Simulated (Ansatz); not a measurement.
# KI (P4/nmm) at 2 levels of theory

One geometry, relaxed with PBE; plane waves with PAW potentials in Ansatz, scalar-relativistic. No spin polarisation. Gaps are the least over mesh and band path; pressure is positive in compression.

```cif
data_structure
_symmetry_space_group_name_H-M 'P4/nmm:1'
_symmetry_Int_Tables_number 129
_cell_length_a 6.1441
_cell_length_b 6.1441
_cell_length_c 4.3381
_cell_angle_alpha 90.000
_cell_angle_beta 90.000
_cell_angle_gamma 90.000
_cell_volume 163.76
loop_
_atom_site_label
_atom_site_type_symbol
_atom_site_symmetry_multiplicity
_atom_site_Wyckoff_symbol
_atom_site_fract_x
_atom_site_fract_y
_atom_site_fract_z
_atom_site_occupancy
K1 K 2 a 0.00000 0.00000 0.00000 1
I1 I 2 c 0.50000 0.00000 0.51375 1
```

| level | cutoff (eV) | k mesh | gap (eV) | pressure (GPa) |
| --- | --- | --- | --- | --- |
| PBE | 420 | 4×4×6 | 3.25 | 0.0 |

Problem. What comes out on the same cell with r2SCAN?

Solution.
| level | cutoff (eV) | k mesh | gap (eV) | pressure (GPa) |
| --- | --- | --- | --- | --- |
| r2SCAN | 500 | 4×4×6 | 3.94 | -0.5 |

Spin-orbit coupling matters for the bands of heavy elements and is left out.

The cell was found from a structure generator's guess, not taken from experiment.
